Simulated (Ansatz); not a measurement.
The system is Cu.

```
Cu
1.0
     0.00000    1.80750    1.80750
     1.80750    0.00000    1.80750
     1.80750    1.80750    0.00000
Cu
1
Direct
  0.00000 0.00000 0.00000
```

```yaml
Program: Ansatz 0.2.0
Task: relaxation of cell and atoms
Functional: revPBE
Dispersion: D3(BJ)
Potentials_or_basis: Ansatz PAW
Cutoff: "420 eV (not typed: the program's choice for these potentials)"
k_mesh: 13 × 13 × 13
Occupations: fermi-dirac, width 0.05 eV
Spin: no spin polarisation
```

At the start: volume 11.81 Å³/atom.

Problem. How do energy, volume and symmetry change on relaxing?

Solution. It ends after 8 steps and the volume is 10.99 Å³/atom (-6.9 %); space group Fm-3m (No. 225, to 0.05 Å).

Step by step:
| step | energy change (eV) | largest force (eV/Å) | volume (Å³) |
| --- | --- | --- | --- |
| 1 | 0.0000 | 0.0000 | 11.81 |
| 2 | -0.0230 | 0.0000 | 11.38 |
| 3 | -0.0306 | 0.0000 | 10.92 |
| 4 | -0.0307 | 0.0000 | 10.99 |
| 5 | -0.0307 | 0.0000 | 10.99 |
| 6 | -0.0297 | 0.0000 | 10.99 |
| 7 | -0.0297 | 0.0000 | 10.99 |
| 8 | -0.0297 | 0.0000 | 10.99 |

Final structure:
```
Cu
1.0
     0.00000    1.76469    1.76469
     1.76469    0.00000    1.76469
     1.76469    1.76469    0.00000
Cu
1
Direct
  0.00000 0.00000 0.00000
```

Caveat: the plane-wave basis is chosen anew once the cell has moved, so the energies of steps on either side of that aren't comparable; pairwise dispersion overbinds metals, which lowers pressure and volume; the PAW data sets come from PBE, with cores solved anew for the run's functional, which leaves a small shift of forces and pressure.
